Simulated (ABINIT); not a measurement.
The system is Ga.

```
Ga
1.0
     1.38300   -4.02650    0.00000
     1.38300    4.02650    0.00000
    -0.11745    0.00000    3.32993
Ga
2
Direct
  0.13100 0.86900 0.75000
  0.86900 0.13100 0.25000
```

This isn't the form of Ga at room conditions, which is orthorhombic.

Base run:

```yaml
Program: ABINIT 10.8.3 (patched build)
Functional: LDA
Potentials_or_basis: JTH PAW PBE v2.0
Cutoff: 544 eV
k_mesh: 10 × 10 × 8
Occupations: fermi-dirac, width 0.05 eV
Spin: no spin polarisation
```

Its results: band gap on the k mesh none (metal or under the smearing width); pressure -3.9 GPa; largest force 0.179 eV/Å.

Question: The run is repeated on the same cell with these changes: functional from LDA to AM05. What comes out?

Answer: Band gap on the k mesh none (metal or under the smearing width); pressure -2.2 GPa; largest force 0.206 eV/Å.

AM05 binds less tightly than LDA, so the same cell stands under more pressure.

Caveats: the PAW data sets were made with another functional, which shifts forces and pressure a little.
